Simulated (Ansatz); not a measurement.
Ti3SiC2 (space group P6_3/mmc, No. 194)

```
CELL_PARAMETERS angstrom
      3.04238     0.00000     0.00000
     -1.52119     2.63478     0.00000
      0.00000     0.00000    17.57708
ATOMIC_POSITIONS crystal
  Ti 0.00000 0.00000 0.00000
  Ti 0.00000 0.00000 0.50000
  Ti 0.33333 0.66667 0.13496
  Ti 0.66667 0.33333 0.63496
  Ti 0.66667 0.33333 0.86504
  Ti 0.33333 0.66667 0.36504
  Si 0.00000 0.00000 0.25000
  Si 0.00000 0.00000 0.75000
  C  0.33333 0.66667 0.57218
  C  0.66667 0.33333 0.07218
  C  0.66667 0.33333 0.42782
  C  0.33333 0.66667 0.92782
```

The values are results of plane-wave PAW DFT at the PBEsol level (Ansatz, an electronic-structure program, 420 eV), no spin-orbit coupling, not measurements. Γ-centred 14×14×3 mesh, Fermi–Dirac width 0.05 eV.

- Volume per atom = 11.74 Å³
- Density = 4.61 g/cm³
- Band gap = zero
- Total energy = -1423.684 eV/atom (σ→0; compares only within this code and set-up)

Whether these cells are dynamically stable was not tested. The final runs are not spin-polarised.
